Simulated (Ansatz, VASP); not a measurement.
This is a calculation of Sn for Ansatz 0.2.0.

Contents of input.yaml:

```yaml
crystal:
  lattice:
    - [-2.9788309508, 2.9788309508, 1.6203478496]
    - [2.9788309508, -2.9788309508, 1.6203478496]
    - [2.9788309508, 2.9788309508, -1.6203478496]
  atoms:
    - { symbol: Sn, position: [0.0, 0.0, 0.0] }
    - { symbol: Sn, position: [0.75, 0.25, 0.5] }
hamiltonian:
  xc: pbesol
  pseudopotentials: { kind: paw }
kpoints:
  mp_grid: { grid: [9, 9, 9] }
scf:
  occupations: { method: fermi_dirac, width: 0.05 }
output:
  forces: true
  stress: true
  eigenvalues: true
```

Potentials or basis: Ansatz PAW.

Launch:

```sh
$ ansatz run input.yaml --threads 1 --pin off --max-ram 3584MiB --backend cpu --events-out ev --progress --plain --runs-dir out
```

Question: Translate it to VASP 6.6.1. Potentials there: VASP PAW PBE potentials, release 64 (Sn_d).

Answer: As run (the cutoff follows the program's own potentials):

The input INCAR:

```
SYSTEM = Sn
PREC = Accurate ; ENCUT = 520
EDIFF = 1E-7 ; ISMEAR = -1
SIGMA = 0.05 ; LREAL = .False.
LASPH = .True. ; NELM = 100
ALGO = Normal ; ISIF = 2
LWAVE = .False. ; LCHARG = .False.
GGA = PS ; NBANDS = 21
```

KPOINTS

```
Automatic mesh
0
Gamma
  9 9 9
  0 0 0
```

The input POSCAR:

```
Sn
1.0
   -2.9788309508      2.9788309508      1.6203478496
    2.9788309508     -2.9788309508      1.6203478496
    2.9788309508      2.9788309508     -1.6203478496
Sn
2
Direct
    0.0000000000      0.0000000000      0.0000000000
    0.7500000000      0.2500000000      0.5000000000
```

Potentials or basis: VASP PAW PBE potentials, release 64 (Sn_d).

Command:

```bash
$ cat potpaw_PBE.64/Sn_d/POTCAR > POTCAR
$ mpirun -np 1 vasp_std > vasp.out
```

Both were run:

|  | VASP | Ansatz | Ansatz less VASP |
| --- | --- | --- | --- |
| gap on the k mesh at the Fermi level (eV) | none | none | - |
| pressure (GPa) | -3.3 | -3.2 | +0.07 |
| largest component of the traceless stress (GPa) | 0.17 | 0.17 | +0.001 |

A gap of «none» marks a metal or a gap that the smearing closes.

Caveats: the PAW data sets were made with another functional, which shifts forces and pressure a little (VASP); the PAW data sets come from PBE, with cores solved anew for the run's functional, which leaves a small shift of forces and pressure (Ansatz).
